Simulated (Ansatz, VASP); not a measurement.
**Cu3O in VASP and in Ansatz**

```
Cu O
1.0
     0.00000    2.81649    2.81649
     2.81649    0.00000    2.81649
     2.81649    2.81649    0.00000
Cu O
3 1
Direct
  0.25000 0.25000 0.25000
  0.75000 0.75000 0.75000
  0.50000 0.50000 0.50000
  0.00000 0.00000 0.00000
```

Change from the starting cell: species swapped into the NaHg3 type (Fm-3m, No. 225).

Alike in both runs: functional PBE; k mesh 14 × 14 × 14; occupations gaussian, width 0.1 eV; no spin polarisation.

Ansatz relaxed the structure, and its values are those at the end. VASP's run is a single point on that final structure, the one shown.

|  | VASP | Ansatz |
| --- | --- | --- |
| version | VASP 6.6.1 | Ansatz 0.2.0 |
| potentials or method | VASP PAW PBE potentials, release 64 (Cu, O) | scalar-relativistic, plane waves, PAW |
| plane-wave cutoff (eV) | 520 | 420 |
| valence electrons in the cell | 39 | 63 |

|  | VASP | Ansatz | Ansatz less VASP |
| --- | --- | --- | --- |
| gap on the k mesh at the Fermi level (eV) | none | none | - |
| pressure (GPa) | 0.1 | 0.0 | -0.13 |

A gap of «none» marks a metal or a gap that the smearing closes. The two sets of potentials don't hold the same shells in valence.

Caveats: an odd number of electrons without spin polarisation forces a metal; a magnetic or distorted state may lie lower; the run has no spin polarisation, though such a crystal can be magnetic; semilocal functionals often make such compounds metallic where correlation or magnetic order opens a gap, which also shifts bond lengths.
